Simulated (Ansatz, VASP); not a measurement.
## CaO5: VASP beside Ansatz

```
CELL_PARAMETERS angstrom
4.60192 0.00000 0.00000
-2.30096 3.98538 0.00000
0.00000 0.00000 3.23991
ATOMIC_POSITIONS crystal
Ca 0.00000 0.00000 0.00000
O 0.33333 0.66667 0.00000
O 0.66667 0.33333 0.00000
O 0.50000 0.00000 0.50000
O 0.50000 0.50000 0.50000
O 0.00000 0.50000 0.50000
```

Change from the starting cell: species swapped into the CaPd5 type (P6/mmm, No. 191).

Alike in both runs: functional PBE; k mesh 6 × 6 × 6; occupations gaussian, width 0.1 eV; no spin polarisation.

Ansatz relaxed the structure, and its values are those at the end. VASP's run is a single point on that final structure, the one shown.

|  | VASP | Ansatz |
| --- | --- | --- |
| version | VASP 6.6.1 | Ansatz 0.2.0 |
| potentials or method | VASP PAW PBE potentials, release 64 (Ca_sv, O) | scalar-relativistic, plane waves, PAW |
| plane-wave cutoff (eV) | 520 | 420 |
| valence electrons in the cell | 40 | 40 |

Ansatz gave:

- gap on the k mesh at the Fermi level (eV): none
- pressure (GPa): 0.0

Estimate VASP's values.

gap on the k mesh at the Fermi level (eV): none; pressure (GPa): -0.1.

A gap of «none» marks a metal or a gap that the smearing closes. With one functional, cell and mesh, what is left measures potentials, basis and numerics.
